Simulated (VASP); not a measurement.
**How biaxial strain in the (001) plane changes GaAs (F-43m)**

How do the elastic response and the band edges of GaAs follow biaxial strain in the (001) plane?

Calculated with VASP 6.6.1; LDA; plane waves and PAW (Ga_d, As), in the first sound run; inputs show where later runs differ.

This is a report of a sequence of runs, with most program output left out.

## Step 1: The structure

Symmetry: F-43m, No. 216, cubic system. Conventional cell: a = 5.653 Å, b = 5.653 Å, c = 5.653 Å, α = 90.00°, β = 90.00°, γ = 90.00°. Nearest to Ga lie 4 As at 2.45 Å. Nearest to As lie 4 Ga at 2.45 Å. Farther neighbours are not listed.

As a file:

```xyz
2
Lattice="0.0000 2.8265 2.8265 2.8265 0.0000 2.8265 2.8265 2.8265 0.0000" Properties=species:S:1:pos:R:3 pbc="T T T"
Ga    0.0000    0.0000    0.0000
As    1.4132    1.4132    1.4132
```

## Step 2: Relax the crystal, LDA

The series starts from the cell that this level prefers, so that zero strain is near zero stress.

This step took 2 runs in a row; the last is shown.

Level: LDA; plane waves and PAW (Ga_d, As).

INCAR

```
SYSTEM = GaAs
PREC = Accurate
ENCUT = 450
EDIFF = 1E-07
NELM = 120
ISMEAR = 0
SIGMA = 0.02
LREAL = .FALSE.
ALGO = Normal
GGA = CA
NBANDS = 15
LASPH = .TRUE.
LORBIT = 11
LWAVE = .FALSE.
LCHARG = .FALSE.
KPAR = 24
IBRION = 2
NSW = 40
ISIF = 3
EDIFFG = -0.005
POTIM = 0.4
```

POSCAR

```
GaAs
1.0
    0.0000000000      2.8045101873      2.8045101873
    2.8045101873      0.0000000000      2.8045101873
    2.8045101873      2.8045101873      0.0000000000
Ga As
1 1
Direct
    0.0000000000      0.0000000000      0.0000000000
    0.2500000000      0.2500000000      0.2500000000
```

KPOINTS

```
Automatic mesh
0
Gamma
9 9 9
0 0 0
```

The projector-augmented-wave data sets are Ga_d and As (LDA family, release 64).

Launch:

```console
> mpirun -np 24 vasp_std
```

The job ended after 1.8 s (24 MPI ranks of Intel Xeon 6975P-C (Granite Rapids), shared host; peak memory 3.6 GiB; 32 s of CPU time).

This run gave:

```
energy(sigma→0) of the program : -9.6394 eV
stress, compression positive   : xx, yy, zz -0.01, -0.01, -0.01 GPa
volume                         : 44.117 Å³
ionic steps                    : 1
```

## Step 3: Strain along the normal, LDA

One member in full: the plane is strained by 1 %, and the strain along the normal is moved by secant steps until the normal stress is under 0.012 GPa or five steps are spent; the atoms relax at each step.

This step took 2 runs, each at a new trial strain with the atoms of the one before; the last is shown.

Level: LDA; plane waves and PAW (Ga_d, As); cell typed or built by script.

Edit INCAR of step 2 so:

```diff
@@ -15,7 +15,7 @@
 LCHARG = .FALSE.
-KPAR = 24
-IBRION = 2
-NSW = 40
-ISIF = 3
-EDIFFG = -0.005
-POTIM = 0.4
+KPAR = 6
+IBRION = 1
+NSW = 25
+ISIF = 2
+EDIFFG = -0.004
+POTIM = 0.3
```

POSCAR

```
GaAs
1.0
    0.0000000000      2.8325552890      2.7788477620
    2.8325552890      0.0000000000      2.7788477620
    2.8325552890      2.8325552890      0.0000000000
Ga As
1 1
Direct
    0.0000000000      0.0000000000      0.0000000000
    0.2500000000      0.2500000000      0.2500000000
```

KPOINTS is that of step 2.

Launch:

```console
> mpirun -np 6 vasp_std
```

Elapsed: 3.8 s, on 6 MPI ranks; peak memory 0.94 GiB.

Read from the output:

```
energy(sigma→0) of the program : -9.6364 eV
stress, compression positive   : xx, yy, zz -1.18, -1.18, -0.01 GPa
ionic steps                    : 1
```

## Step 4: Band edges, HSE06 with spin-orbit coupling

Short lines in KPOINTS_OPT sample the zone centre along and across the normal of the plane, for masses, and the other valleys.

Level: HSE06, spin-orbit coupling; plane waves and PAW (Ga_d, As); cell typed or built by script.

INCAR

```
SYSTEM = GaAs
PREC = Accurate
ENCUT = 450
EDIFF = 1E-06
NELM = 100
ISMEAR = 0
SIGMA = 0.02
LREAL = .FALSE.
ALGO = Normal
LHFCALC = .TRUE.
AEXX = 0.25
GGA = PE
HFSCREEN = 0.2
LASPH = .TRUE.
LNONCOLLINEAR = .TRUE.
MAGMOM = 0 0 0 0 0 0
NBANDS = 28
GGA_COMPAT = .FALSE.
LSORBIT = .TRUE.
PRECFOCK = Fast
LWAVE = .FALSE.
LCHARG = .FALSE.
KPAR = 6
```

POSCAR is that of step 3.

KPOINTS

```
Automatic mesh
0
Gamma
5 5 5
0 0 0
```

KPOINTS_OPT

```
Line mode
6
Line-mode
Reciprocal
  0.00000000   0.00000000   0.00000000
  0.02211337   0.02211337   0.00000000

  0.00000000   0.00000000   0.00000000
  0.00000000  -0.02254076  -0.02254076

  0.31000000   0.31000000   0.00000000
  0.50000000   0.50000000   0.00000000

  0.00000000   0.31000000   0.31000000
  0.00000000   0.50000000   0.50000000

  0.45000000   0.45000000   0.45000000
  0.50000000   0.50000000   0.50000000

  0.45000000   0.00000000   0.00000000
  0.50000000   0.00000000   0.00000000

  0.42500000   0.42500000   0.00000000
  0.42500000   0.44754076   0.02254076

  0.50000000   0.50000000   0.50000000
  0.48406128   0.51593872   0.50000000
```

Launch:

```console
> mpirun -np 6 vasp_ncl
```

Wall time 12 min (6 MPI ranks); peak memory 2.5 GiB; 71 min of CPU time.

This run gave:

| Item | Value |
| --- | --- |
| energy(sigma→0) of the program | -9.8637 eV |

## Step 5: The whole series

Hybrid runs start from orbitals of a short LDA run, not shown.

Runs beyond LDA use the data sets made with LDA; this shifts their levels slightly, and their total energies have another zero.

The other members went through these steps as far as the tables show, with the same cutoff and, step by step, the same mesh; 28 runs are not shown. The session took 9.0 core hours (wall time by ranks) on a shared machine.

```csv
in-plane strain (%),strain along the normal (%),"in-plane stress, tension positive (GPa)",energy above the unstrained row (meV/atom),"gap on the mesh, LDA (eV)"
-2.000,1.795,-2.616,7.265,0.594
-1.000,0.903,-1.258,1.839,0.555
-0.500,0.449,-0.617,0.484,0.535
0,0.000,0.007,0.000,0.512
0.500,-0.460,0.603,0.360,0.434
1.000,-0.915,1.182,1.519,0.356
2.000,-1.859,2.266,6.164,0.205
```

Slopes at zero strain, from cubics through all rows: strain ratio -0.908, stress over strain 122 GPa. For a cubic crystal strained in (001) the ratio is −2C₁₂/C₁₁.

Band edges at HSE06 with spin-orbit coupling, counted from the valence-band top at Γ, spin-orbit pairs averaged, with one row partly withheld:

```csv
in-plane strain (%),gap (eV),conduction band at Γ (eV),Δ or X valley along z (eV),Δ or X valley along x (eV),"lowest conduction level at L, [111] (eV)","lowest conduction level at L, [-111] (eV)",second valence level below the top (eV),third valence level below the top (eV)
-2.000,1.616,1.616,1.984,1.679,1.708,1.708,0.126,0.498
-1.000,1.569,1.569,1.950,1.794,1.737,1.737,0.072,0.420
-0.500,1.544,1.544,1.931,1.850,1.744,1.744,0.037,0.391
0,1.517,1.517,1.905,1.905,1.747,1.747,0.000,0.368
0.500,?,?,1.839,1.918,1.706,1.706,0.041,0.391
1.000,1.376,1.376,1.772,1.929,1.659,1.659,0.083,0.419
2.000,1.229,1.229,1.626,1.950,1.554,1.554,0.170,0.485
```

Conduction masses, in electron masses:

```csv
in-plane strain (%),"conduction mass at Γ, along the strain axis or the normal of the plane","conduction mass at Γ, across the strain axis or in the plane","L [111] mass, longitudinal","L [111] mass, transverse along [1-10]"
-2.000,0.079,0.076,1.575,0.124
-1.000,0.075,0.074,1.596,0.117
-0.500,0.073,0.072,1.604,0.115
0,0.071,0.071,1.604,0.112
0.500,0.069,0.069,1.616,0.110
1.000,0.066,0.068,1.599,0.108
2.000,0.061,0.065,1.571,0.104
```

## Step 6: Working out the slope

The quantity to fit is the conduction level at Γ above the mean of the three top valence levels at HSE06 with spin-orbit coupling: 1.824, 1.733, 1.687, 1.639, 1.544, 1.447 eV in the rows shown.

Fitting a parabola to the 6 known rows (e: strain in %) gives E = − 0.001013 e² − 0.09436 e + 1.640 in eV; the residuals are 4.0e-4 eV r.m.s.

At e = 0.5 this predicts 1.5921 eV.

## Step 7: The withheld row

The calculation gives 1.5921 eV, so the prediction is right to the last digit shown.

## Step 8: What came out

* ratio of normal to in-plane strain: -0.908
* biaxial modulus: 122 GPa
* gap of the unstrained cell, HSE06 with spin-orbit coupling: 1.52 eV
* slope at zero strain of the conduction level at Γ above the mean of the three top valence levels, HSE06 with spin-orbit coupling: -94 meV per %
* error of the predicted row: 0.0 meV

What this shows: As a check, the curvature of the energy gives 122 GPa for the same modulus (energy per volume = M × strain²), 0 % from the slope of the stress. At HSE06 with spin-orbit coupling the lowest conduction valley is Γ throughout, and the gap runs between 1.23 and 1.62 eV. Hole masses are left out throughout, since the top bands are degenerate or cross in many series; of conduction masses, those of the Γ, L and (for Si and Ge under (001) strain) Δ valleys are kept where they change by under an eighth between rows. A measured gap of unstrained GaAs is 1.42 eV (arxiv:0805.2212, direct gap E0 at Gamma from PR, 300 K); the static gaps here belong to the lattice relaxed at LDA. HSE06 ran on a coarser mesh than the semilocal levels. Δ or X levels are the lowest on their line, refined by a parabola unless they lie at X; the gap is read from all points sampled and can differ from the lowest valley by some meV, or by tens of meV where strain moves the valence top off Γ. Temperature, zero-point motion and excitons are left out.

[Lines on the potential files, build, host, timing and source positions are cut from VASP's logs without a mark.]

[Logs are printed without paths, hosts, clocks, repeated set-up lines and the standing remarks that a program may print on its own settings, such as how far it seeks lower states.]

[Hosts, paths, dates, database ids (printed as entryN), source tags and the programs' standing remarks are cut or masked in the printed files.]

[In band tables of VASP the shares of atoms and orbitals are scaled to a sum of 1 inside the atoms' spheres.]
